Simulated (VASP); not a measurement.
# I (Fmmm) in VASP: a series of runs

One crystal, I, is run at these levels: RPBE, HSE06+D4; tasks: single point.

All numbers are computed with VASP 6.6.1; they aren't measurements. Logs are shortened: lines on timing, memory, paths and dates and some standing lists are left out, and cuts for length are marked.

## 1. Starting point

The structure is orthorhombic, space group Fmmm (No. 69). Conventional cell: a = 4.384 Å, b = 4.731 Å, c = 7.820 Å, α = 90.00°, β = 90.00°, γ = 90.00°. I (site symmetry mmm) has 4 I at 3.23 Å as nearest neighbours.

## 2. Single point, RPBE

Contents of run.py:

```python
from ase.calculators.vasp import Vasp
from ase.dft.bandgap import bandgap
from ase.io import read

atoms = read('I.xyz')
calc = Vasp(
    directory='calc',
    xc='rpbe',
    pp='PBE',
    setups='gw',
    prec='Accurate',
    encut=550,
    ediff=1e-06,
    ismear=0,
    sigma=0.05,
    lreal=False,
    lasph=True,
    nelm=100,
    algo='Normal',
    isif=2,
    lwave=False,
    lcharg=False,
    kpts=[9, 9, 9],
    gamma=True,
)
atoms.calc = calc

print('energy (eV):', atoms.get_potential_energy())
print('free energy (eV):', atoms.get_potential_energy(force_consistent=True))
print('forces (eV/A):')
print(atoms.get_forces())
print('stress (eV/A^3, Voigt):', atoms.get_stress())
print('Fermi level (eV):', calc.get_fermi_level())
gap, top, bottom = bandgap(calc)
print('band gap (eV):', gap, 'from (spin, k, band)', top, 'to', bottom)
```

Contents of I.xyz:

```xyz
1
Lattice="0.0000000000 2.3656004428 3.9098401324 2.1922454667 0.0000000000 3.9098401324 2.1922454667 2.3656004428 0.0000000000" Properties=species:S:1:pos:R:3 pbc="T T T"
I      0.0000000000      0.0000000000      0.0000000000
```

Potentials or basis: VASP PAW PBE potentials, release 64 (I_GW).

Command:

```sh
$ python run.py
```

Output:

```text
energy (eV): -1.09262949
free energy (eV): -1.09303169
forces (eV/A):
[[0. 0. 0.]]
stress (eV/A^3, Voigt): [-0.01011185 -0.00908686 -0.01274211 -0.         -0.         -0.        ]
Fermi level (eV): 3.60446781
band gap (eV): 0.0 from (spin, k, band) (None, None, None) to (None, None, None)
```

OUTCAR:

```text
ENCUT = 550.000000
   EDIFF = 1.00e-06
   GGA = RP
   PREC = Accurate
   ISIF = 2
   ISMEAR = 0
   NELM = 100
   LASPH = .TRUE.
   LREAL = .FALSE.

 ion  position               nearest neighbor table
   1  0.000  0.000  0.000-

  LATTYP: Found a face centered orthorhombic cell.
 ALAT       =     4.3844909334
 B/A-ratio  =     1.0790764441
 C/A-ratio  =     1.7834864717

  Lattice vectors:

 A1 = (   0.0000000000,   2.3656004428,   3.9098401324)
 A2 = (   2.1922454667,   0.0000000000,   3.9098401324)
 A3 = (   2.1922454667,   2.3656004428,   0.0000000000)

Analysis of symmetry for initial positions (statically):
=====================================================================
 Subroutine PRICEL returns:
 Original cell was already a primitive cell.

 Routine SETGRP: Setting up the symmetry group for a
 face centered orthorhombic supercell.

 Subroutine GETGRP returns: Found  8 space group operations
 (whereof  8 operations were pure point group operations)
 out of a pool of  8 trial point group operations.

The static configuration has the point symmetry D_2h.

Analysis of symmetry for dynamics (positions and initial velocities):
=====================================================================
 Subroutine PRICEL returns:
 Original cell was already a primitive cell.

 Routine SETGRP: Setting up the symmetry group for a
 face centered orthorhombic supercell.

 Subroutine GETGRP returns: Found  8 space group operations
 (whereof  8 operations were pure point group operations)
 out of a pool of  8 trial point group operations.

The dynamic configuration has the point symmetry D_2h.

 Subroutine INISYM returns: Found  8 space group operations
 (whereof  8 operations are pure point group operations),
[... 118 lines left out ...]
   LORBIT       =      0    0 simple, 1 ext, 2 COOP (PROOUT), +10 PAW based schemes
   GGA     = RP    functional components
   LHFCALC =     F    Hartree Fock is set to
   AEXX    =    0.0000 exact exchange contribution
   IVDW    =     0    specifies the selected vdW correction
   LEPSILON=     F    determine dielectric tensor
   LRPA    =     F    only Hartree local field effects (RPA)
 non-spin polarized calculation
 Gauss-broadening in eV      SIGMA  =   0.05
  energy-cutoff  :      550.00
  volume of cell :       40.55
 maximum number of plane-waves:      1211
   NGX = 17   NGY = 17   NGZ = 13

 number of electron       7.0000000 magnetization

 Free energy of the ion-electron system (eV)
  ---------------------------------------------------
  ext. energy  EPLUGINS =         0.00000000
  ---------------------------------------------------
  free energy    TOTEN  =        -1.09303169 eV

  energy without entropy =       -1.09222729  energy(sigma->0) =       -1.09262949

 E-fermi :   3.6045     XC(G=0):  -8.0428

 val. band max:        3.6038448918   @ k =  -0.2222   0.0000   0.1111
 cond. band min:       3.6405153735   @ k =  -0.1111   0.1111   0.1111
 fundamental gap:      0.0366704816
 Fermi energy:         3.6044678079

 k-point     1 :       0.0000    0.0000    0.0000
  band No.  band energies     occupation
      1     -10.2575      2.00000
      2       1.6338      2.00000
      3       4.3741      0.00000
      4       4.6517      0.00000
      5       8.3957      0.00000
      6      11.1827      0.00000
      7      11.9244      0.00000
[... 221 lines left out ...]
 k-point    24 :       0.4444    0.4444    0.0000
  band No.  band energies     occupation
      1     -10.0222      2.00000
      2      -0.3654      2.00000
      3       4.1625      0.00000
      4       4.4604      0.00000
      5      10.6763      0.00000
      6      11.0469      0.00000
      7      14.2057      0.00000

 [... further k-points ...]
[... 5 lines left out ...]
  --------------------------------------------------------------------------------------
  -------------------------------------------------------------------------------------
  Total        0.4100624      0.3684962      0.5167265     -0.0000000      0.0000000      0.0000000
  in kB       16.2009661     14.5587468     20.4151094     -0.0000000      0.0000000      0.0000000
  external PRESSURE =      17.0582741 kB  Pullay stress =       0.0000000 kB

 VOLUME and BASIS-vectors are now :
 -----------------------------------------------------------------------------
  energy-cutoff  :      550.00
  volume of cell :       40.55
      direct lattice vectors                 reciprocal lattice vectors
     0.000000000  2.365600443  3.909840132    -0.228076649  0.211362828  0.127882467
     2.192245467  0.000000000  3.909840132     0.228076649 -0.211362828  0.127882467
     2.192245467  2.365600443  0.000000000     0.228076649  0.211362828 -0.127882467

 POSITION                                       TOTAL-FORCE (eV/Angst)
 -----------------------------------------------------------------------------------
      0.00000      0.00000      0.00000         0.000000      0.000000      0.000000
 -----------------------------------------------------------------------------------
    total drift:                                0.000000      0.000000     -0.000000

  FREE ENERGIE OF THE ION-ELECTRON SYSTEM (eV)
  ---------------------------------------------------
  free  energy   TOTEN  =        -1.0930316864 eV

  energy  without entropy=       -1.0922272924  energy(sigma->0) =       -1.09262949
```

INCAR:

```text
ENCUT = 550.000000
SIGMA = 0.050000
EDIFF = 1.00e-06
ALGO = Normal
GGA = RP
PREC = Accurate
ISIF = 2
ISMEAR = 0
NELM = 100
LASPH = .TRUE.
LCHARG = .FALSE.
LWAVE = .FALSE.
LREAL = .FALSE.
```

Run time: 32 s. Hardware: 1 thread of AMD EPYC 7R43 (Zen 3), shared host; peak memory 0.17 GiB.

Results:

| Property | Result |
| --- | --- |
| Free energy | -1.0930 eV |
| Pressure | 1.7 GPa |
| Band gap on the k mesh | none (metal or under the smearing width) |

Levels at points of the mesh, in eV from the Fermi level:
| k point | band 1 | band 2 | band 3 | band 4 | band 5 | band 6 | band 7 |
| --- | --- | --- | --- | --- | --- | --- | --- |
| (0.00, 0.00, 0.00) | -13.86 | -1.97 | 0.77 | 1.05 | 4.79 | 7.58 | 8.32 |

Caveat: the PAW data sets were made with another functional, which shifts forces and pressure a little; an odd number of electrons without spin polarisation forces a metal; a magnetic or distorted state may lie lower. The run has no spin-orbit coupling, so splittings on I are missing.

## 3. Single point, HSE06+D4

Edit run.py of step 2 so:

```diff
@@ -4,16 +4,16 @@
 
-atoms = read('I.xyz')
+atoms = read('POSCAR')
 calc = Vasp(
     directory='calc',
-    xc='rpbe',
+    xc='hse06',
     pp='PBE',
-    setups='gw',
+    setups='recommended',
     prec='Accurate',
-    encut=550,
+    encut=520,
     ediff=1e-06,
     ismear=0,
-    sigma=0.05,
+    sigma=0.01,
     lreal=False,
     lasph=True,
-    nelm=100,
+    nelm=60,
     algo='Normal',
@@ -21,4 +21,8 @@
     lwave=False,
-    lcharg=False,
-    kpts=[9, 9, 9],
+    lcharg=True,
+    precfock='Fast',
+    ivdw=13,
+    lelf=True,
+    lvhar=True,
+    kpts=[5, 5, 5],
     gamma=True,
```

Contents of POSCAR:

```
I
1.0
    0.0000000000      2.3656004428      3.9098401324
    2.1922454667      0.0000000000      3.9098401324
    2.1922454667      2.3656004428      0.0000000000
I
1
Direct
    0.0000000000      0.0000000000      0.0000000000
```

Potentials or basis: VASP PAW PBE potentials, release 64 (I).

Command:

```sh
$ python run.py
```

Output:

```text
energy (eV): -2.14342486
free energy (eV): -2.14360318
forces (eV/A):
[[0. 0. 0.]]
stress (eV/A^3, Voigt): [ 0.02245572  0.01649645  0.00634396 -0.         -0.         -0.        ]
Fermi level (eV): 2.38613412
band gap (eV): 0.0 from (spin, k, band) (None, None, None) to (None, None, None)
```

OUTCAR:

```text
ENCUT = 520.000000
   HFSCREEN = 0.200000
   EDIFF = 1.00e-06
   GGA = PE
   PREC = Accurate
   PRECFOCK = Fast
   ISIF = 2
   ISMEAR = 0
   NELM = 60
   IVDW = 13
   LASPH = .TRUE.
   LHFCALC = .TRUE.
   LREAL = .FALSE.

 ion  position               nearest neighbor table
   1  0.000  0.000  0.000-

  LATTYP: Found a face centered orthorhombic cell.
 ALAT       =     4.3844909334
 B/A-ratio  =     1.0790764441
 C/A-ratio  =     1.7834864717

  Lattice vectors:

 A1 = (   0.0000000000,   2.3656004428,   3.9098401324)
 A2 = (   2.1922454667,   0.0000000000,   3.9098401324)
 A3 = (   2.1922454667,   2.3656004428,   0.0000000000)

Analysis of symmetry for initial positions (statically):
=====================================================================
 Subroutine PRICEL returns:
 Original cell was already a primitive cell.

 Routine SETGRP: Setting up the symmetry group for a
 face centered orthorhombic supercell.

 Subroutine GETGRP returns: Found  8 space group operations
 (whereof  8 operations were pure point group operations)
 out of a pool of  8 trial point group operations.

The static configuration has the point symmetry D_2h.

Analysis of symmetry for dynamics (positions and initial velocities):
=====================================================================
 Subroutine PRICEL returns:
 Original cell was already a primitive cell.

 Routine SETGRP: Setting up the symmetry group for a
 face centered orthorhombic supercell.

 Subroutine GETGRP returns: Found  8 space group operations
 (whereof  8 operations were pure point group operations)
 out of a pool of  8 trial point group operations.

The dynamic configuration has the point symmetry D_2h.

 Subroutine INISYM returns: Found  8 space group operations
 (whereof  8 operations are pure point group operations),
 and found     1 'primitive' translations

----------------------------------------------------------------------------------------

                                     Primitive cell

  volume of cell :      40.5527

  direct lattice vectors                    reciprocal lattice vectors
     0.000000000  2.365600443  3.909840132    -0.228076649  0.211362828  0.127882467
     2.192245467  0.000000000  3.909840132     0.228076649 -0.211362828  0.127882467
     2.192245467  2.365600443  0.000000000     0.228076649  0.211362828 -0.127882467

  length of vectors
     4.569782852  4.482498193  3.225214046     0.336224818  0.336224818  0.336224818

[... 89 lines left out ...]
   NELECT =       7.0000    total number of electrons
   NUPDOWN=      -1.0000    fix difference up-down
   EMIN   =  10.00;   EMAX   =-10.00  energy-range for DOS
   EFERMI =   0.00;   METHOD = LEGACY
   ISMEAR =     0;   SIGMA  =   0.01  broadening in eV -4-tet -1-fermi 0-gaus
   EFERMI_NEDOS =   21; number of points for ismear=-14 and -15
   IALGO  =     38    algorithm
   IMIX   =      1    mixing-type and parameters
     AMIX     =   0.40;   BMIX     =  1.00
     AMIX_MAG =   1.60;   BMIX_MAG =  1.00
  volume/ion in A,a.u.               =      40.55       273.66
  Fermi-wavevector in a.u.,A,eV,Ry     =   0.911523  1.722529 11.304731  0.830874
  Thomas-Fermi vector in A             =   2.035812
   LORBIT       =      0    0 simple, 1 ext, 2 COOP (PROOUT), +10 PAW based schemes
   GGA     = PE    functional components
   LHFCALC =     T    Hartree Fock is set to
   PRECFOCK=fast      Normal, Fast or Accurate (Low or Medium for compatibility)
   ENCUT4O =  -1.0   cutoff for four orbital integrals eV
   NKREDX  =     1    reduce k-point grid by
   NKREDY  =     1    reduce k-point grid by
   NKREDZ  =     1    reduce k-point grid by
   AEXX    =    0.2500 exact exchange contribution
   HFSCREEN=    0.2000 screening length (either q_TF or 0.3 A-1)
   HFSCREENC=   0.2000 screening length for correlation (either q_TF or 0.3 A-1)
   ENCUTFOCK=  -1.0 apply spherical cutoff to Coloumb kernel
   IVDW    =    13    specifies the selected vdW correction
   LEPSILON=     F    determine dielectric tensor
   LRPA    =     F    only Hartree local field effects (RPA)
 non-spin polarized calculation
 Gauss-broadening in eV      SIGMA  =   0.01
  energy-cutoff  :      520.00
  volume of cell :       40.55
 maximum number of plane-waves:      1106
 NGX is ok and might be reduce to    36
  NGX = 20; NGY = 20; NGZ = 14

 number of electron       7.0000000 magnetization

 Free energy of the ion-electron system (eV)
  ---------------------------------------------------
  ext. energy  EPLUGINS =         0.00000000
  ---------------------------------------------------
  free energy    TOTEN  =        -1.81144143 eV

  energy without entropy =       -1.81108479  energy(sigma->0) =       -1.81126311

 E-fermi :   2.3861     XC(G=0):  -6.9200

 val. band max:        2.3499947314   @ k =  -0.2000   0.4000   0.2000
 cond. band min:       2.3872464733   @ k =  -0.4000   0.2000   0.2000
 fundamental gap:      0.0372517419
 Fermi energy:         2.3861341202

 k-point     1 :       0.0000    0.0000    0.0000
  band No.  band energies     occupation
      1     -12.2160      2.00000
      2       0.6524      2.00000
      3       4.1518      0.00000
      4       4.5190      0.00000
      5       8.2987      0.00000
      6      11.3436      0.00000
      7      12.0687      0.00000
[... 221 lines left out ...]
 k-point    24 :      -0.4000    0.2000    0.4000
  band No.  band energies     occupation
      1      -9.5041      2.00000
      2      -1.1608      2.00000
      3      -0.6203      2.00000
      4       1.8694      2.00000
      5       8.5074      0.00000
      6      10.7927      0.00000
      7      11.5182      0.00000

 [... further k-points ...]

------------------------ aborting loop because EDIFF is reached ----------------------------------------

  DFT-D4 for vdW energy calculation

  Edisp (eV):   -0.33216

  FORCE on cell =-STRESS in cart. coord.  units (eV):
  Direction    XX          YY          ZZ          XY          YZ          ZX
  --------------------------------------------------------------------------------------
  -------------------------------------------------------------------------------------
  Total      -0.91064    -0.66898    -0.25726     0.00000     0.00000     0.00000
  in kB     -35.97803   -26.43023   -10.16414     0.00000     0.00000     0.00000
  external pressure =      -24.19 kB  Pullay stress =        0.00 kB

 VOLUME and BASIS-vectors are now :
 -----------------------------------------------------------------------------
  energy-cutoff  :      520.00
  volume of cell :       40.55
      direct lattice vectors                 reciprocal lattice vectors
     0.000000000  2.365600443  3.909840132    -0.228076649  0.211362828  0.127882467
     2.192245467  0.000000000  3.909840132     0.228076649 -0.211362828  0.127882467
     2.192245467  2.365600443  0.000000000     0.228076649  0.211362828 -0.127882467

 POSITION                                       TOTAL-FORCE (eV/Angst)
 -----------------------------------------------------------------------------------
      0.00000      0.00000      0.00000         0.000000      0.000000      0.000000
 -----------------------------------------------------------------------------------
    total drift:                                0.000000      0.000000     -0.000000

  FREE ENERGIE OF THE ION-ELECTRON SYSTEM (eV)
  ---------------------------------------------------
  free  energy   TOTEN  =        -2.1436031758 eV

  energy  without entropy=       -2.1432465343  energy(sigma->0) =       -2.14342486
```

INCAR:

```text
ENCUT = 520.000000
HFSCREEN = 0.200000
SIGMA = 0.010000
EDIFF = 1.00e-06
ALGO = Normal
GGA = PE
PREC = Accurate
PRECFOCK = Fast
ISIF = 2
ISMEAR = 0
NELM = 60
IVDW = 13
LASPH = .TRUE.
LCHARG = .TRUE.
LELF = .TRUE.
LHFCALC = .TRUE.
LVHAR = .TRUE.
LWAVE = .FALSE.
LREAL = .FALSE.
```

Run time: 2.9 min. Hardware: 1 thread of AMD EPYC 7R43 (Zen 3), shared host; peak memory 0.25 GiB.

What came out:

| Quantity | Value |
| --- | --- |
| Free energy | -2.1436 eV |
| Pressure | -2.4 GPa |
| Band gap on the k mesh | none (metal or under the smearing width) |
| Dispersion energy per atom | -0.332 eV |

Caveat: the k mesh is coarse (spacing up to 0.42 Å⁻¹), so the values aren't converged, least of all with exact exchange; the PAW data sets were made with another functional, which shifts forces and pressure a little; an odd number of electrons without spin polarisation forces a metal; a magnetic or distorted state may lie lower; pairwise dispersion overbinds metals, which lowers pressure and volume. Spin-orbit coupling is left out, which matters for the levels of I.
